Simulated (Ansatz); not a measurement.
# Structural energy differences of chromium

Theory: DFT, PBE, plane waves (420 eV) with PAW, scalar-relativistic (Ansatz).

Each structure is relaxed within its own symmetry, so a high-lying one may be dynamically unstable.

Task: Rank these structures of chromium by energy per atom, lowest first.
A. omega (AlB2-type)
B. simple cubic
C. bcc
D. diamond
E. dhcp
F. hcp
G. A15

Result: C (0 meV/atom), G (78 meV/atom), A (359 meV/atom), E (408 meV/atom), F (420 meV/atom), B (1042 meV/atom), D (1939 meV/atom).

```csv
structure,ΔE (meV/atom),V (Å³/atom),cell,magnetic state
bcc,0,11.76,a = 2.865 Å,"antiferromagnetic, largest moment 1.01 μB in the atomic sphere"
A15,78,11.71,a = 4.542 Å,non-magnetic
omega (AlB2-type),359,11.85,"a = 4.234 Å, c = 2.290 Å (c/a = 0.541)",spin not included
dhcp,408,11.90,"a = 2.497 Å, c = 8.813 Å (c/a = 3.529)",non-magnetic
hcp,420,11.92,"a = 2.486 Å, c = 4.454 Å (c/a = 1.792)",non-magnetic
simple cubic,1042,12.82,a = 2.340 Å,non-magnetic
diamond,1939,19.65,a = 5.397 Å,"antiferromagnetic, largest moment 2.60 μB in the atomic sphere"
```

ΔE counts from bcc.

Differences under about 8 meV lie within the error of the k-point mesh.
